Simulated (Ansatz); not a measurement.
# Mo16C: the cost of one run

Program: Ansatz 0.2.0. Level of theory: DFT PBE, scalar-relativistic, plane waves, PAW. These are calculated values, not measurements.

The COD entry's cell or inner coordinates are ideal or old and differ from later refinements, so a difference from it is no clean test against experiment.

6 further runs of the same task are left out: 2 that didn't finish, 4 set aside as unsound or not needed.

## (1) Starting point

The structure is orthorhombic, space group Pmm2 (No. 25). Conventional cell: a = 6.321 Å, b = 6.321 Å, c = 20.088 Å, α = 90.00°, β = 90.00°, γ = 90.00°. Mo (site symmetry m) is surrounded by 4 Mo at 2.74 Å. Mo (site symmetry m) has 9 Mo at 2.74 to 3.01 Å as nearest neighbours. Mo (site symmetry m) is surrounded by 8 Mo at 2.63 to 2.77 Å and 1 C at 3.01 Å. Mo (site symmetry m) has 8 Mo at 2.63 to 2.77 Å as nearest neighbours. Around Mo (site symmetry m) lie 1 C at 1.97 Å. Mo (site symmetry m) has 5 Mo at 2.63 to 3.01 Å as nearest neighbours. Only part of the 9 independent sites is listed.

As a file:

```xyz
17
Lattice="6.3209 0.0000 0.0000 0.0000 6.3209 0.0000 0.0000 0.0000 20.0884" Properties=species:S:1:pos:R:3 pbc="T T T"
Mo    1.5802    1.5802    4.0000
Mo    1.5802    4.7407    4.0000
Mo    4.7407    1.5802    4.0000
Mo    4.7407    4.7407    4.0000
Mo    0.0000    0.0000    5.5802
Mo    0.0000    3.1605    5.5802
Mo    3.1605    0.0000    5.5802
Mo    3.1605    3.1605    5.5802
Mo    1.5802    1.5802    7.2112
Mo    1.5802    4.7407    7.2112
Mo    4.7407    1.5802    7.2112
Mo    4.7407    4.7407    7.2112
Mo    0.0000    0.0000    8.5884
Mo    0.0000    3.1605    8.5884
Mo    3.1605    0.0000    8.5884
Mo    3.1605    3.1605    8.5884
C     0.0000    1.5802    9.7684
```

This is the geometry of the first run shown, built on a cell relaxed beforehand with the same method.

## (2) What is varied

Atoms count from 1 in the order of the input.

C is moved over the surface cell; relaxed at each place: the height of the adsorbate's atoms; substrate rigid; the origin of the map has the adsorbate above Mo13.

First coordinate, position of C17 along the first surface vector, from above Mo13: 8 values from 0.000 to 0.875, periodic. Second coordinate, position of C17 along the second surface vector, from above Mo13: 8 values from 0.000 to 0.875, periodic.

Relaxed at each point: the height of the adsorbate's atoms; substrate rigid. Points are written as (first, second).

The two vectors of the plane (Å): (3.160, 0.000, 0.000); (0.000, 3.160, 0.000).

## (3) The run at (0/8, 4/8) of the map's two axes

Input file input.yaml:

```yaml
crystal:
  lattice:
    - [6.320935748, 0.0, 0.0]
    - [0.0, 6.320935748, 0.0]
    - [0.0, 0.0, 20.0883894757]
  atoms:
    - { symbol: Mo, position: [0.25, 0.25, 0.1991199944] }
    - { symbol: Mo, position: [0.25, 0.75, 0.1991199944] }
    - { symbol: Mo, position: [0.75, 0.25, 0.1991199944] }
    - { symbol: Mo, position: [0.75, 0.75, 0.1991199944] }
    - { symbol: Mo, position: [0.0, 0.0, 0.2777840375] }
    - { symbol: Mo, position: [0.0, 0.5, 0.2777840375] }
    - { symbol: Mo, position: [0.5, 0.0, 0.2777840375] }
    - { symbol: Mo, position: [0.5, 0.5, 0.2777840375] }
    - { symbol: Mo, position: [0.25, 0.25, 0.3589730511] }
    - { symbol: Mo, position: [0.25, 0.75, 0.3589730511] }
    - { symbol: Mo, position: [0.75, 0.25, 0.3589730511] }
    - { symbol: Mo, position: [0.75, 0.75, 0.3589730511] }
    - { symbol: Mo, position: [0.0, 0.0, 0.4275300161] }
    - { symbol: Mo, position: [0.0, 0.5, 0.4275300161] }
    - { symbol: Mo, position: [0.5, 0.0, 0.4275300161] }
    - { symbol: Mo, position: [0.5, 0.5, 0.4275300161] }
    - { symbol: C, position: [0.0, 0.25, 0.4862704144] }
basis:
  ecutwfc: 420
kpoints:
  mp_grid: { grid: [4, 4, 1] }
hamiltonian:
  xc: pbe
  pseudopotentials: { kind: paw, azcp: { folder: soft_1 } }
scf:
  occupations: { method: gaussian, width: 0.1 }
output:
  forces: true
  eigenvalues: true
relax:
  adjacent_minimum: "off"
  f_tol: 0.025
  max_steps: 16
  constraints:
    - { sites: [0, 1, 2, 3, 4, 5, 6, 7, 8, 9, 10, 11, 12, 13, 14, 15] }
    - { sites: [16], fix: xy }
efield:
  axis: 3
  dipole_correction: true
  ramp_width: 0.04
```

Run with:

```console
ansatz run input.yaml --threads 4 --pin off --max-ram 12288MiB --backend cpu --events-out ev --progress --plain --runs-dir out
```

What time and memory should one allow on 4 threads of Arm Neoverse V2, shared host?

About 1.7 min, with a peak of 2.5 GiB.
